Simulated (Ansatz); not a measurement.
## ZnTe in the zinc blende structure (space group F-43m, No. 216)

```cif
data_Te4Zn4
_chemical_formula_sum 'Te4 Zn4'
_space_group_name_H-M_alt 'F-43m'
_space_group_IT_number 216
_space_group_name_Hall 'F -4 2 3'
_cell_length_a 6.06570
_cell_length_b 6.06570
_cell_length_c 6.06570
_cell_angle_alpha 90.000
_cell_angle_beta 90.000
_cell_angle_gamma 90.000
loop_
_atom_site_label
_atom_site_type_symbol
_atom_site_symmetry_multiplicity
_atom_site_Wyckoff_symbol
_atom_site_fract_x
_atom_site_fract_y
_atom_site_fract_z
_atom_site_occupancy
Te1 Te 4 c 0.25000 0.25000 0.25000 1
Zn1 Zn 4 a 0.00000 0.00000 0.00000 1
```
(The calculation used a cell of 2 atoms; values per cell refer to that cell.)

The values are results of PBEsol in Ansatz (plane waves to 420 eV, PAW, scalar-relativistic without spin-orbit coupling), not measurements. Γ-centred 9×9×9 mesh, Fermi–Dirac width 0.05 eV.

```json
{
  "volume_per_atom": "27.90 Å³",
  "density": "5.74 g/cm³",
  "band_gap": "1.24 eV, direct at Γ",
  "electron_mass": "0.083 mₑ",
  "Hole mass (degenerate bands, along [100])": "0.084, 0.44, 0.44 mₑ",
  "Lowest conduction-band minima above the VBM": "Γ 1.24 eV; L along ⟨111⟩ 1.73 eV; a point along ⟨100⟩, about 0.9 Å⁻¹ from Γ 2.12 eV",
  "total_energy": "-5091.612 eV/atom (σ→0; compares only within this code and set-up)"
}
```

With Te present, leaving out spin-orbit coupling can change the band edges. Masses are band curvatures over ±0.01 Å⁻¹ around the edge. Stability against distortions was not tested.

Ansatz is a first-principles code.
